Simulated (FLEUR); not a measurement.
## CaO under changes of volume

One of the cells (13.886 Å³/atom); the others are scaled copies at fixed shape and fractional positions:

```
Ca O
1.0
     0.00000    2.40356    2.40356
     2.40356    0.00000    2.40356
     2.40356    2.40356    0.00000
Ca O
1 1
Direct
  0.00000 0.00000 0.00000
  0.50000 0.50000 0.50000
```

The cell is a database's computed one.

- Program: FLEUR MaX-R8.1 (later development tree)
- Functional: LDA
- Potentials or basis: all-electron
- Basis: FLAPW
- Kmax: 4.24 1/bohr
- k mesh: 10 × 10 × 10
- Occupations: fermi-dirac, width 0.05 eV
- Spin: no spin polarisation

```tsv
volume (Å³/atom)	energy over the lowest point (meV/atom)	gap on the mesh (eV)
13.052	0.00	3.45
13.330	2.68	3.46
13.886	19.98	3.48
14.441	50.92	3.50
14.719	?	?
```

What does the run at 14.719 Å³/atom give?

Energy over the lowest point 70.40 meV/atom; gap on the mesh 3.50 eV.

Worked out: A Birch-Murnaghan fit of order 2 (a polynomial in V^(-2/3)) to the other rows has its minimum at 13.03 Å³/atom, just outside them, with B0 = V·E''(V) = 127 GPa. It gives 70.65 meV/atom at 14.719 Å³/atom, against the run's 70.40. A straight line through the other rows of the gap, of slope 0.495 eV per unit of ln V, extrapolates to 3.51 eV, against the run's 3.50.

Energies are extrapolated to zero smearing.

A mesh can miss the band edges.
